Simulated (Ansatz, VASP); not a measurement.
Bi in VASP and in Ansatz

The input INCAR:

```
SYSTEM = Bi
PREC = Accurate
ENCUT = 520
EDIFF = 1E-7
ISMEAR = 0
SIGMA = 0.1
LREAL = .FALSE.
LASPH = .TRUE.
NELM = 100
ALGO = Fast
ISIF = 2
LWAVE = .FALSE.
LCHARG = .TRUE.
GGA = PE
LELF = .TRUE.
LVHAR = .TRUE.
NBANDS = 14
```

File KPOINTS:

```
regular mesh
0
G
  6 6 6
  0 0 0
```

The input POSCAR:

```
Bi
1.0
    0.0000000000      2.4912972681      2.4912972681
    2.4912972681      0.0000000000      2.4912972681
    2.4912972681      2.4912972681      0.0000000000
Bi
1
Direct
    0.0000000000      0.0000000000      0.0000000000
```

Input for Ansatz:

```yaml
crystal:
  lattice:
    - [0.0, 2.4912972681, 2.4912972681]
    - [2.4912972681, 0.0, 2.4912972681]
    - [2.4912972681, 2.4912972681, 0.0]
  atoms:
    - { symbol: Bi, position: [0.0, 0.0, 0.0] }
basis:
  ecutwfc: 420
kpoints:
  mp_grid: { grid: [6, 6, 6] }
hamiltonian:
  xc: pbe
scf:
  occupations: { method: gaussian, width: 0.1 }
output:
  forces: true
  stress: true
  eigenvalues: true
```

Alike in both runs: task single point; functional PBE; k mesh 6 × 6 × 6; occupations gaussian, width 0.1 eV; no spin polarisation.

|  | VASP | Ansatz |
| --- | --- | --- |
| version | VASP 6.6.1 | Ansatz 0.2.0 |
| potentials or method | VASP PAW PBE potentials, release 64 (Bi_d) | scalar-relativistic, plane waves, PAW |
| plane-wave cutoff (eV) | 520 | 420 |
| valence electrons in the cell | 15 | 15 |

|  | VASP | Ansatz | Ansatz less VASP |
| --- | --- | --- | --- |
| gap on the k mesh at the Fermi level (eV) | none | none | - |
| pressure (GPa) | 1.2 | 1.3 | +0.05 |

A gap of «none» marks a metal or a gap that the smearing closes.

Caveats: the k mesh is coarse (spacing up to 0.36 Å⁻¹), so the values aren't converged; spin-orbit coupling is left out, which moves the levels of the heavy elements.
